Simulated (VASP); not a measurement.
# KI (Fm-3m) in VASP: further runs, part 2 of 2

VASP 6.6.1. Earlier steps stand in the parts before.

## 5. Single point, r2SCAN

This run uses another cell than the first one, of 44.53 Å³/atom, 0.909 times its volume.

File POSCAR:

```
KI
1.0
    0.0000000000      3.5445661377      3.5445661377
    3.5445661377      0.0000000000      3.5445661377
    3.5445661377      3.5445661377      0.0000000000
K I
1 1
Direct
    0.0000000000      0.0000000000      0.0000000000
    0.5000000000      0.5000000000      0.5000000000
```

File INCAR.step1:

```
SYSTEM = KI
PREC     = Accurate       ! precision mode
ENCUT    = 520            ! plane-wave cutoff, eV
ISMEAR   = 0              ! smearing method
SIGMA    = 0.01           ! smearing width, eV
LREAL    = .FALSE.        ! projectors in reciprocal space
LASPH    = .TRUE.         ! aspherical terms in the spheres
NELM     = 60             ! most SCF steps
NBANDS   = 15             ! bands
GGA      = PE             ! functional
ALGO     = Normal         ! electronic algorithm
EDIFF    = 1E-4           ! SCF threshold, eV
LWAVE    = .TRUE.         ! write WAVECAR
LCHARG   = .FALSE.        ! write CHGCAR
```

File INCAR.step2:

```
SYSTEM = KI
PREC     = Accurate       ! precision mode
ENCUT    = 520            ! plane-wave cutoff, eV
EDIFF    = 1E-7           ! SCF threshold, eV
ISMEAR   = 0              ! smearing method
SIGMA    = 0.01           ! smearing width, eV
LREAL    = .FALSE.        ! projectors in reciprocal space
LASPH    = .TRUE.         ! aspherical terms in the spheres
NELM     = 60             ! most SCF steps
ALGO     = Normal         ! electronic algorithm
ISIF     = 2              ! what is computed and relaxed
LWAVE    = .FALSE.        ! write WAVECAR
LCHARG   = .TRUE.         ! write CHGCAR
METAGGA  = R2SCAN         ! meta-GGA
LMIXTAU  = .TRUE.       
LELF     = .TRUE.         ! ELF
LVHAR    = .TRUE.       
NBANDS   = 15             ! bands
ISTART   = 1
```

File KPOINTS:

```
Automatic mesh
0
G
  6 6 6
  0 0 0
```

On the command line:

```
> cat potpaw_PBE.64/K_sv/POTCAR potpaw_PBE.64/I/POTCAR > POTCAR
> cp INCAR.step1 INCAR
> mpirun -np 1 vasp_std > vasp.out
> cp INCAR.step2 INCAR
> mpirun -np 1 vasp_std > vasp.out
```

Run time: 4.4 min. Hardware: 1 thread of AMD EPYC 7R13, shared host; peak memory 0.23 GiB.

Results (log left out):

```yaml
Free_energy: -33.9843 eV
Pressure: 0.0 GPa
Band_gap_on_the_k_mesh: 4.58 eV, direct
```

Levels at points of the mesh, in eV from the valence-band top:
```
           k point  band 6  band 7  band 8  band 9  band 10  band 11
(0.00, 0.00, 0.00)    0.00    0.00    0.00    4.58     7.05     7.05
(0.50, 0.00, 0.00)   -1.30   -0.33   -0.33    6.01     8.31     8.75
(0.50, 0.50, 0.00)   -1.00   -0.37   -0.37    5.39     6.47     8.83
```

Caveat: the PAW data sets were made with another functional, which shifts forces and pressure a little; spin-orbit coupling is left out, which moves the levels of the heavy elements.

## 6. Single point, r2SCAN (volume changed by +3%)

File POSCAR:

```
KI
1.0
    0.0000000000      3.5796631345      3.5796631345
    3.5796631345      0.0000000000      3.5796631345
    3.5796631345      3.5796631345      0.0000000000
K I
1 1
Direct
    0.0000000000      0.0000000000      0.0000000000
    0.5000000000      0.5000000000      0.5000000000
```

File INCAR.step1:

```
SYSTEM = KI
PREC = Accurate ; ENCUT = 520
ISMEAR = 0 ; SIGMA = 0.01
LREAL = .FALSE. ; LASPH = .TRUE.
NELM = 80 ; NBANDS = 15
GGA = PE ; ALGO = Normal
EDIFF = 1E-4 ; LWAVE = .TRUE.
LCHARG = .FALSE.
```

File INCAR.step2:

```
SYSTEM = KI
PREC = Accurate ; ENCUT = 520
EDIFF = 1E-7 ; ISMEAR = 0
SIGMA = 0.01 ; LREAL = .FALSE.
LASPH = .TRUE. ; NELM = 80
ALGO = Normal ; ISIF = 2
LWAVE = .FALSE. ; LCHARG = .FALSE.
METAGGA = R2SCAN ; LMIXTAU = .TRUE.
NBANDS = 15 ; ISTART = 1
```

KPOINTS is that of step 5.

Potentials or basis: VASP PAW PBE potentials, release 64 (K_sv, I).

On the command line:

```
> cat potpaw_PBE.64/K_sv/POTCAR potpaw_PBE.64/I/POTCAR > POTCAR
> cp INCAR.step1 INCAR
> mpirun -np 1 vasp_std > vasp.out
> cp INCAR.step2 INCAR
> mpirun -np 1 vasp_std > vasp.out
```

Wall time 3.9 min (1 thread of AMD EPYC 7R13, shared host); peak memory 0.23 GiB.

The run converged. Its results:

```
Free energy            : -33.9821 eV
Pressure               : -0.3 GPa
Band gap on the k mesh : 4.51 eV, direct
```

Levels at points of the mesh, in eV from the valence-band top:
```csv
k point,band 5,band 6,band 7,band 8,band 9,band 10,band 11,band 12
"(0.00, 0.00, 0.00)",-10.75,0.00,0.00,0.00,4.51,7.07,7.07,7.07
"(0.50, 0.00, 0.00)",-10.51,-1.23,-0.30,-0.30,5.98,8.21,8.69,8.69
"(0.50, 0.50, 0.00)",-10.62,-0.96,-0.35,-0.35,5.44,6.40,8.80,9.24
```

Caveat: the cell differs from its parent crystal (volume changed by +3%); the PAW data sets were made with another functional, which shifts forces and pressure a little; spin-orbit coupling is left out, which moves the levels of the heavy elements.

## 7. Single point, r2SCAN (volume changed by +6%)

File POSCAR:

```
KI
1.0
    0.0000000000      3.6140850839      3.6140850839
    3.6140850839      0.0000000000      3.6140850839
    3.6140850839      3.6140850839      0.0000000000
K I
1 1
Direct
    0.0000000000      0.0000000000      0.0000000000
    0.5000000000      0.5000000000      0.5000000000
```

INCAR.step1 is that of step 6.

INCAR.step2, as its differences from that of step 6:

```diff
@@ -2,3 +2,3 @@
 PREC = Accurate ; ENCUT = 520
-EDIFF = 1E-7 ; ISMEAR = 0
+EDIFF = 1E-6 ; ISMEAR = 0
 SIGMA = 0.01 ; LREAL = .FALSE.
```

File KPOINTS:

```
regular mesh
0
G
  6 6 6
  0 0 0
```

Potentials or basis: VASP PAW PBE potentials, release 64 (K_sv, I).

On the command line:

```
> cat potpaw_PBE.64/K_sv/POTCAR potpaw_PBE.64/I/POTCAR > POTCAR
> cp INCAR.step1 INCAR
> mpirun -np 1 vasp_std > vasp.out
> cp INCAR.step2 INCAR
> mpirun -np 1 vasp_std > vasp.out
```

OUTCAR:

```text
SYSTEM = KI
   PREC = Accurate
   ENCUT = 520
   EDIFF = 1E-6
   ISMEAR = 0
   LREAL = .FALSE.
   LASPH = .TRUE.
   NELM = 80
   ISIF = 2
   METAGGA = R2SCAN
   ISTART = 1

 ion  position               nearest neighbor table
   1  0.000  0.000  0.000-   2 3.61   2 3.61   2 3.61   2 3.61   2 3.61   2 3.61
   2  0.500  0.500  0.500-   1 3.61   1 3.61   1 3.61   1 3.61   1 3.61   1 3.61

  LATTYP: Found a face centered cubic cell.
 ALAT       =     7.2281701678

  Lattice vectors:

[... 466 lines left out ...]

  FORCE on cell =-STRESS in cart. coord.  units (eV):
  Direction    XX          YY          ZZ          XY          YZ          ZX
  --------------------------------------------------------------------------------------
  -------------------------------------------------------------------------------------
  Total       -0.3632174     -0.3632174     -0.3632174      0.0000000      0.0000000     -0.0000000
  in kB       -6.1638509     -6.1638509     -6.1638509      0.0000000      0.0000000     -0.0000000
  external PRESSURE =      -6.1638509 kB  Pullay stress =       0.0000000 kB

 VOLUME and BASIS-vectors are now :
 -----------------------------------------------------------------------------
  energy-cutoff  :      520.00
  volume of cell :       94.41
      direct lattice vectors                 reciprocal lattice vectors
     0.000000000  3.614085084  3.614085084    -0.138347601  0.138347601  0.138347601
     3.614085084  0.000000000  3.614085084     0.138347601 -0.138347601  0.138347601
     3.614085084  3.614085084  0.000000000     0.138347601  0.138347601 -0.138347601

 POSITION                                       TOTAL-FORCE (eV/Angst)
 -----------------------------------------------------------------------------------
      0.00000      0.00000      0.00000         0.000000     -0.000000      0.000000
      3.61409      3.61409      3.61409        -0.000000      0.000000     -0.000000
 -----------------------------------------------------------------------------------
    total drift:                                0.000000     -0.000000     -0.000000

  FREE ENERGIE OF THE ION-ELECTRON SYSTEM (eV)
  ---------------------------------------------------
  free  energy   TOTEN  =       -33.9745160355 eV

  energy  without entropy=      -33.9745160355  energy(sigma->0) =      -33.97451604
```

Wall time 3.7 min (1 thread of AMD EPYC 7R13, shared host); peak memory 0.24 GiB.

Results:

```yaml
Free_energy: -33.9745 eV
Pressure: -0.6 GPa
Band_gap_on_the_k_mesh: 4.44 eV, direct
```

Levels at points of the mesh, in eV from the valence-band top:
```csv
k point,band 4,band 5,band 6,band 7,band 8,band 9,band 10,band 11,band 12,band 13
"(0.00, 0.00, 0.00)",-12.49,-10.71,0.00,0.00,0.00,4.44,7.07,7.07,7.07,7.88
"(0.50, 0.00, 0.00)",-12.49,-10.50,-1.17,-0.28,-0.28,5.95,8.12,8.63,8.63,9.30
"(0.50, 0.50, 0.00)",-12.50,-10.59,-0.91,-0.34,-0.34,5.48,6.34,8.77,9.09,9.33
```

Caveat: the cell differs from its parent crystal (volume changed by +6%); the PAW data sets were made with another functional, which shifts forces and pressure a little; spin-orbit coupling is left out, which moves the levels of the heavy elements.

## 8. Overview

| level | cell | gap on the mesh (eV) | pressure (GPa) |
| --- | --- | --- | --- |
| PBE | a = 5.174 Å, angles 60.0°, 2 atoms | 3.73 | -0.5 |
| r2SCAN | a = 4.910 Å, angles 60.0°, 2 atoms | 4.75 | 0.9 |
| r2SCAN | a = 4.962 Å, angles 60.0°, 2 atoms | 4.66 | 0.4 |
| r2SCAN | a = 5.013 Å, angles 60.0°, 2 atoms | 4.58 | 0.0 |
| r2SCAN | a = 5.062 Å, angles 60.0°, 2 atoms | 4.51 | -0.3 |
| r2SCAN | a = 5.111 Å, angles 60.0°, 2 atoms | 4.44 | -0.6 |

Alike in all rows: task single point; potentials or basis VASP PAW PBE potentials, release 64 (K_sv, I); no spin polarisation; k mesh 6 × 6 × 6; cutoff (eV) 520; smearing gaussian 0.01 eV.

Caveats: spin-orbit coupling is left out, which moves the levels of the heavy elements; the PAW data sets were made with another functional, which shifts forces and pressure a little (some runs).

Absolute energies hang on the potentials; compare differences alone.

## 9. How close it comes

Step 5. Against the measured gap of KI, 6.32 eV (a printed reference work, monograph), the calculated 4.58 eV is off by -1.74 eV. Spin-orbit coupling on I is left out. The value is that of r2SCAN, without temperature or zero-point motion.
